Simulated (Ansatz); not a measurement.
CuO:

```xyz
4
Lattice="0.0000 -2.1166 -2.1166 -2.1166 0.0000 -2.1166 2.1166 2.1166 -4.2331" Properties=species:S:1:pos:R:3 pbc="T T T"
Cu    0.0233   -0.0336   -4.1419
Cu    0.0233    2.0829   -6.2584
O    -0.0233    0.0336   -6.4409
O    -0.0233    0.0336   -2.2078
```

The cell comes from a database or a generator and needn't be the stable form of this composition.

* Program: Ansatz 0.2.0
* Task: relaxation of cell and atoms
* Functional: PBEsol
* Potentials or basis: all-electron LAPW, scalar-relativistic
* Basis error allowed: 0.002 eV/atom
* k mesh: 8 × 8 × 5
* Occupations: fermi-dirac, width 0.05 eV
* Spin: no spin polarisation

At the start: volume 9.48 Å³/atom.

Q: Where does the relaxation end?

A: Over 7 steps the energy falls by 65.6 meV/atom and the volume is 9.09 Å³/atom (-4.1 %); space group Fm-3m (No. 225, to 0.05 Å).

Step by step:
```tsv
step	energy change (eV)	largest force (eV/Å)	volume (Å³)
1	0.0000	1.1388	37.93
2	-0.0915	1.0031	37.22
3	-0.2091	0.5896	36.75
4	-0.2624	0.0082	36.42
5	-0.2625	0.0004	36.36
6	-0.2625	0.0001	36.36
7	-0.2625	0.0001	36.36
```

Final structure:
```
Cu O
1.0
     0.00085   -2.09014   -2.08832
    -2.09011    0.00085   -2.08832
     2.07880    2.07884   -4.16618
Cu O
2 2
Direct
  0.50000 0.50000 0.50000
  0.00000 0.00000 0.00000
  0.75000 0.75000 0.75000
  0.25000 0.25000 0.25000
```

Caveat: the k mesh is thin for a metal, which can move the energy by tens of meV per atom; the run has no spin polarisation, though such a crystal can be magnetic.
